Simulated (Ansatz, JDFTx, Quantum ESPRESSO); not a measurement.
# One calculation of Tc, 3 ways

```
Tc
1.0
     2.73936    0.00000    0.00000
    -1.36968    2.37235    0.00000
     0.00000    0.00000    8.76968
Tc
4
Direct
  0.65033 0.32669 0.75340
  0.00672 0.99881 0.50295
  0.34329 0.67664 0.24331
  0.00310 0.00164 0.99845
```

Atoms were shifted at random by some hundredths of an Å from the given cell, which wasn't relaxed again for these runs.

Alike in all runs: task single point; functional PBEsol; k mesh 11 × 11 × 3; occupations fermi-dirac, width 0.05 eV; no spin polarisation; no spin-orbit coupling. Pressure is positive in compression and, in plane waves, holds the error of the finite cutoff.

| program and potentials | plane-wave cutoff (eV) | notes | pressure (GPa) | largest force (eV/Å) |
| --- | --- | --- | --- | --- |
| JDFTx, PseudoDojo-SR-PBEsol-0.4.1-standard with smoothed tails | 1143 | - | -4.52 | 0.772 |
| Quantum ESPRESSO, GBRV 1.5 PBEsol | 612 | - | -5.25 | 0.770 |
| Ansatz, all-electron LAPW, scalar-relativistic | - | - | -4.79 | 0.770 |

Force on atom 1 (Tc), eV/Å:

| program and potentials | x | y | z |
| --- | --- | --- | --- |
| JDFTx, PseudoDojo-SR-PBEsol-0.4.1-standard with smoothed tails | 0.197 | 0.077 | -0.743 |
| Quantum ESPRESSO, GBRV 1.5 PBEsol | 0.195 | 0.076 | -0.741 |
| Ansatz, all-electron LAPW, scalar-relativistic | 0.195 | 0.076 | -0.741 |

The pressure spans -5.25 (Quantum ESPRESSO, GBRV 1.5 PBEsol) to -4.52 GPa (JDFTx, PseudoDojo-SR-PBEsol-0.4.1-standard with smoothed tails), with all-electron results at -4.79.

Differences between rows come from potentials, basis sets and numerical settings, since the functional is the same but for its coding. Runs on potential files found faulty are left out.
